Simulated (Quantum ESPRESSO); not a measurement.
Crystal: Sn.

```xyz
2
Lattice="0.0000 3.2333 3.2333 3.2333 0.0000 3.2333 3.2333 3.2333 0.0000" Properties=species:S:1:pos:R:3 pbc="T T T"
Sn    4.8500    4.8500    4.8500
Sn    3.2333    3.2333    3.2333
```

This isn't the form of Sn at room conditions, which is tetragonal (white tin).

| Item | Value |
| --- | --- |
| Program | Quantum ESPRESSO 7.5 |
| Task | phonons and electron-phonon coupling |
| Functional | PBEsol |
| Potentials or basis | PseudoDojo 0.4.1 SR PBEsol standard |
| Cutoff | 980 eV |
| Density cutoff | 3918 eV |
| k mesh | 3 × 3 × 3 |
| Occupations | methfessel-paxton, width 0.272 eV |
| Spin | no spin polarisation |
| Mixing beta | 0.5 |
| Most SCF iterations | 120 |
| SCF threshold | 4e-10 Ry |
| q mesh | 3 × 3 × 3 |

The cell and the atoms were relaxed first, to 36.63 Å³/atom (a = 4.697 Å, b = 4.697 Å, c = 4.697 Å, α = 60.00°, β = 60.00°, γ = 60.00°), and the response was taken there.

What are the zero-point energy, and the vibrational entropy and heat capacity at 298.15 K?

Zero-point energy 19.3 meV/atom; entropy 5.66 k_B/atom (47.0 J/(K·mol of atoms)); Cv 2.92 k_B/atom, 97 % of the classical limit. These are harmonic values without the electrons' part.

Phonon frequencies at the corners of the path (cm⁻¹, interpolated; i marks imaginary ones):
| point | frequencies |
| --- | --- |
| Γ | 0 0 0 139 139 139 |
| X | 65 65 138 138 159 159 |
| W | 58 58 124 124 156 156 |
| K | 50 64 119 131 156 158 |
| L | 36 36 93 136 149 149 |
| U | 50 64 119 131 156 158 |

Harmonic thermodynamics per atom at this volume (zero-point energy 19.3 meV, Debye temperature from the second moment 215 K):
| T (K) | free energy (meV) | entropy (k_B) | heat capacity Cv (k_B) |
| --- | --- | --- | --- |
| 50 | 17.1 | 1.25 | 1.56 |
| 100 | 8.6 | 2.65 | 2.43 |
| 200 | -23.0 | 4.50 | 2.83 |
| 298.15 | -66.2 | 5.66 | 2.92 |
| 500 | -179.0 | 7.18 | 2.97 |
| 800 | -384.1 | 8.58 | 2.99 |

Phonon states per cell in windows of 10 cm⁻¹ (negative: imaginary):
| from (cm⁻¹) | total |
| --- | --- |
| 0 | 0.02 |
| 10 | 0.11 |
| 20 | 0.28 |
| 30 | 0.58 |
| 40 | 0.52 |
| 50 | 0.48 |
| 60 | 0.17 |
| 70 | 0.09 |
| 80 | 0.14 |
| 90 | 0.21 |
| 100 | 0.20 |
| 110 | 0.15 |
| 120 | 0.06 |
| 130 | 0.44 |
| 140 | 0.56 |
| 150 | 1.98 |
| 160 | 0.02 |

Caveat: the k mesh is coarse (spacing up to 0.56 Å⁻¹), so the values aren't converged; the mesh is thin for the phonons of a metal; λ from interpolated matrix elements is rough: modes that symmetry makes equal can differ by tens of percent.
